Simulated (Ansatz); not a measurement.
System: Cd (fcc type), 1 atom in the cell.

Level of theory: PBE, all-electron LAPW, point nucleus in Ansatz.

k-mesh 4×4×4 Γ-centred; Fermi–Dirac smearing of 0.15 eV; no spin polarisation.

```xyz
1
Lattice="0.0000 2.2506 2.2506 2.2506 0.0000 2.2506 2.2506 2.2506 0.0000" Properties=species:S:1:pos:R:3 pbc="T T T"
Cd    0.0000    0.0000    0.0000
```

(1) Is the cell under compression or tension, and by how much?

Results:

(1) The pressure is -0.59 GPa, so at these settings the cell is stretched and would shrink.

The k-mesh is coarse, so these values belong to this mesh and can lie far from the converged ones. This cubic structure is a model: it isn't the usual form of the substance at ambient conditions, and such phases are metastable or hypothetical.
